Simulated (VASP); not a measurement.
# WS2 (strained 3R (MoS2) bulk), PBE single-point calculation: Ansatz's output and VASP's

```
W S
1.0
     1.64932    0.95224    6.48697
    -1.64932    0.95224    6.48697
     0.00000   -1.90447    6.48697
W S
1 2
Cartesian
  0.0000 0.0000 -0.0001
  0.0000 0.0000 8.0115
  0.0000 0.0000 4.9625
```

Ansatz printed

```
SCF 1 converged in 7 iterations: F = -12191.319454 eV  dr2 = 5.42e-8
  greatest PAW one-centre occupation: 1.000 electrons in one spin orbital (limit 2), on the W atom at site 0 (counted from 0), in its partial waves of l = 0
NSCF: frozen V_eff on 10 k-points
SCF converged after 7 iterations
Free energy (F): -12191.319454 eV
Harris-Foulkes:  -12191.319454 eV  (|F-HF|=1.17e-7)
Internal energy: -12191.319454 eV  (E = F + TS)
E sigma→0 (E₀):  -12191.319454 eV
Fermi energy:    10.051268 eV
--- Per-component energies (eV) ---
  E_band       = -240.427399
  E_kinetic    = 661.968412
  E_local      = -2031.150034  (includes V_loc(G=0)·N_el)
  E_nonlocal   = 57.248306
  E_hartree    = 809.558279
  E_xc         = -460.433213
  E_vxc        = -412.725667  (∫ρ·V_xc dr)
  E_paw        = -9762.923745  (= ΣΔE_a)
  E_vpaw       = -134.884674  (= ΣTr[D̂ρ^β])
  E_aug_tail   = -0.000061  (compensation charges beyond the density's cutoff)
  E_ewald      = -1465.587398
  E_smearing   = -0.000000  (= −TS)
  E_closure    = -0.000000  (closes the sum)
  Σ components = -12191.319454   (vs F -12191.319454, Δ=0.00e0)
--- Forces (eV/Å), atoms counted from 1 ---
  atom   1  W      0.00000000     0.00000000     0.00052418
  atom   2  S      0.00000000     0.00000000     0.14861251
  atom   3  S      0.00000000    -0.00000000    -0.14913201
  max |Σ_I F_I| component: 4.68e-6 eV/Å
--- Stress (GPa, compression-positive) ---
       -7.594336       0.000000      -0.000000
        0.000000      -7.594336       0.000000
       -0.000000       0.000000       1.902708
  P = ⅓ Tr σ = -4.4287 GPa (-44.287 kbar)
--- Band table (eV; the first three rows and the last of 116) ---
  k-point 0: bands = ["-65.1388", "-29.3420", "-29.2991", "-29.2991", "-5.5843", "-3.7470", "2.6741", "5.8408", "5.8408", "7.0368", "7.0368", "8.0727", "8.9903", "11.5520", "11.5520", "11.8922", "11.8922"]
  k-point 1: bands = ["-65.1378", "-29.3380", "-29.3213", "-29.3043", "-5.4414", "-3.7080", "2.8477", "5.4776", "5.9818", "6.6014", "6.8192", "8.1857", "8.9310", "11.5131", "11.5334", "11.7572", "11.8340"]
  k-point 2: bands = ["-65.1354", "-29.3791", "-29.3277", "-29.3179", "-5.0460", "-3.6005", "3.2870", "4.7172", "5.8203", "6.3442", "6.3638", "8.0268", "8.5630", "11.1542", "11.4945", "11.8186", "12.4262"]
  k-point 115: bands = ["-65.1388", "-29.3419", "-29.2991", "-29.2991", "-5.4929", "-3.9337", "3.2656", "5.8331", "5.8331", "6.5929", "7.0522", "7.0522", "9.7111", "11.5948", "11.5948", "11.8277", "11.8277"]
```

Each program uses its own PAW datasets. VASP's cell holds 26 valence electrons and Ansatz's 26. Ansatz's stress includes a Pulay correction; VASP's doesn't.

Problem. What does VASP give for the same cell and level of theory?

Solution. gap between bands v and c 0.56 eV; least direct gap 1.39 eV; pressure -4.5 GPa; largest force 0.15 eV/Å.

From OUTCAR

```
k-points           NKPTS =    116   k-points in BZ     NKDIM =    116   number of bands    NBANDS=     20

   NELECT =      26.0000    total number of electrons

   dimension x,y,z NGX =    50 NGY =   50 NGZ =   50
   dimension x,y,z NGXF=   100 NGYF=  100 NGZF=  100

  energy-cutoff  :      520.00
  volume of cell :       61.13
      direct lattice vectors                 reciprocal lattice vectors
     1.649322161  0.952236593  6.486968434     0.303154843  0.175026530  0.051385071
    -1.649322161  0.952236593  6.486968434    -0.303154843  0.175026530  0.051385071
     0.000000000 -1.904473187  6.486968434     0.000000000 -0.350053060  0.051385071

 k-points in reciprocal lattice and weights: KPOINTS created by Atomic Simulation Env
   0.00000000  0.00000000  0.00000000       0.001
   0.10000000  0.00000000  0.00000000       0.006
   0.20000000  0.00000000  0.00000000       0.006
   0.30000000  0.00000000  0.00000000       0.006
   0.40000000  0.00000000  0.00000000       0.006
   0.50000000  0.00000000  0.00000000       0.003
   0.10000000  0.10000000  0.00000000       0.006
   0.20000000  0.10000000  0.00000000       0.012
   ...

 E-fermi :   6.3486

 k-point     1 :       0.0000    0.0000    0.0000
  band No.  band energies     occupation
      1     -68.9174      2.00000
      2     -33.0754      2.00000
      3     -33.0366      2.00000
      4     -33.0366      2.00000
      5      -9.2754      2.00000
      6      -7.4459      2.00000
      7      -1.0468      2.00000
      8       2.1465      2.00000
      9       2.1465      2.00000
     10       3.3384      2.00000
     11       3.3384      2.00000
     12       4.3599      2.00000
     13       5.2871      2.00000
     14       7.8511      0.00000
     15       7.8511      0.00000
     16       8.1914      0.00000
     17       8.1914      0.00000
     18       9.8251      0.00000
     19      13.3286      0.00000
     20      13.3640      0.00000

 k-point     2 :       0.1000    0.0000    0.0000
  band No.  band energies     occupation
      1     -68.9165      2.00000
      2     -33.0715      2.00000
      3     -33.0588      2.00000
      4     -33.0418      2.00000
      5      -9.1324      2.00000
      6      -7.4067      2.00000
      7      -0.8731      2.00000
      8       1.7822      2.00000
      9       2.2870      2.00000
     10       2.9014      2.00000
     11       3.1209      2.00000
     12       4.4709      2.00000
     13       5.2271      2.00000
     14       7.8159      0.00000
     15       7.8349      0.00000
     16       8.0563      0.00000
     17       8.1333      0.00000
     18      10.5074      0.00000
     19      13.5624      0.00000
     20      13.9546      0.00000

 k-point     3 :       0.2000    0.0000    0.0000
  band No.  band energies     occupation
      1     -68.9140      2.00000
      2     -33.1162      2.00000
      3     -33.0613      2.00000
      4     -33.0554      2.00000
      5      -8.7369      2.00000
      6      -7.2984      2.00000
      7      -0.4322      2.00000
      8       1.0174      2.00000
      9       2.1183      2.00000
     10       2.6462      2.00000
     11       2.6673      2.00000
     12       4.3079      2.00000
     13       4.8592      2.00000
     14       7.4553      0.00000
     15       7.7936      0.00000
     16       8.1300      0.00000
     17       8.7256      0.00000
     18      11.7710      0.00000
     19      13.7489      0.00000
     20      14.4688      0.00000

 k-point     4 :       0.3000    0.0000    0.0000
  band No.  band energies     occupation
      1     -68.9110      2.00000
      2     -33.1864      2.00000
      3     -33.0722      2.00000
      4     -33.0486      2.00000
      5      -8.1927      2.00000
      6      -7.1521      2.00000
      7      -0.2690      2.00000
      8       0.6117      2.00000
      9       1.3457      2.00000
     10       2.1808      2.00000
     11       3.1492      2.00000
     12       3.9440      2.00000
     13       4.3163      2.00000
     14       7.5691      0.00000
     15       7.6042      0.00000
     16       8.7341      0.00000
     17       9.2731      0.00000
     18      11.9908      0.00000
     19      13.0177      0.00000
     20      13.8125      0.00000

 ...

  Total       -2.9140622     -2.9140622      0.7073217      0.0000000      0.0000000     -0.0000000
  in kB      -76.3776001    -76.3776001     18.5389093      0.0000000      0.0000000     -0.0000000
  external PRESSURE =     -44.7387636 kB  Pullay stress =       0.0000000 kB

 POSITION                                       TOTAL-FORCE (eV/Angst)
 -----------------------------------------------------------------------------------
      0.00000      0.00000     19.46085         0.000000      0.000000      0.000550
      0.00000      0.00000      8.01147         0.000000      0.000000      0.149938
      0.00000      0.00000      4.96253         0.000000     -0.000000     -0.150488
 -----------------------------------------------------------------------------------
    total drift:                               -0.000000     -0.000000     -0.000051

  FREE ENERGIE OF THE ION-ELECTRON SYSTEM (eV)
  ---------------------------------------------------
  free  energy   TOTEN  =       -23.5605580873 eV

  energy  without entropy=      -23.5605580873  energy(sigma->0) =      -23.56055809
```
